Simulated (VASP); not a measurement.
Write the native input for VASP 6.6.1 that does the following.

```yaml
Task: single point
Functional: r2SCAN
Potentials_or_basis: VASP PAW PBE potentials, release 64 (Ga_d, P)
Cutoff: 520 eV
k_mesh: 6 × 6 × 6
Occupations: fermi-dirac, width 0.02 eV
Spin: no spin polarisation
Dipole_correction: no
Further_INCAR_settings: ALGO = Normal; EDIFF = 1e-07; NBANDS = 16
```

The system is GaP.

```
CELL_PARAMETERS angstrom
0.00000 2.55854 2.55854
2.55854 0.00000 2.55854
2.55854 2.55854 0.00000
ATOMIC_POSITIONS crystal
Ga 0.00000 0.00000 0.00000
P 0.50000 0.50000 0.50000
```

The cell was built by a generator and needn't be a form met in nature.

These files were run (other wordings do the same):

POSCAR

```
GaP
1.0
    0.0000000000      2.5585352627      2.5585352627
    2.5585352627      0.0000000000      2.5585352627
    2.5585352627      2.5585352627      0.0000000000
Ga P
1 1
Direct
    0.0000000000      0.0000000000      0.0000000000
    0.5000000000      0.5000000000      0.5000000000
```

INCAR.step1

```
PREC = Accurate
ENCUT = 520
ISMEAR = -1
SIGMA = 0.02
LREAL = False
LASPH = True
NELM = 100
NBANDS = 16
GGA = PE
ALGO = Normal
EDIFF = 1E-4
LWAVE = True
LCHARG = False
```

INCAR.step2

```
PREC = Accurate
ENCUT = 520
EDIFF = 1E-7
ISMEAR = -1
SIGMA = 0.02
LREAL = False
LASPH = True
NELM = 100
ALGO = Normal
ISIF = 2
LWAVE = False
LCHARG = True
METAGGA = R2SCAN
LMIXTAU = True
LELF = True
LVHAR = True
NBANDS = 16
ISTART = 1
```

KPOINTS

```
regular mesh
0
Gamma
  6 6 6
```

Potentials or basis: VASP PAW PBE potentials, release 64 (Ga_d, P).

The run is started by

```sh
$ cat potpaw_PBE.64/Ga_d/POTCAR potpaw_PBE.64/P/POTCAR > POTCAR
$ cp INCAR.step1 INCAR
$ mpirun -np 1 vasp_std > vasp.out
$ cp INCAR.step2 INCAR
$ mpirun -np 1 vasp_std > vasp.out
```

It gave:

| Quantity | Value |
| --- | --- |
| Pressure | 0.0 GPa |
| Band gap on the k mesh | none (metal or under the smearing width) |

Caveat: the PAW data sets were made with another functional, which shifts forces and pressure a little.

Run time: 32 s on 1 thread of Intel(R) Xeon(R) Platinum 8488C (Sapphire Rapids), with other jobs on the host, peak memory 0.16 GiB.
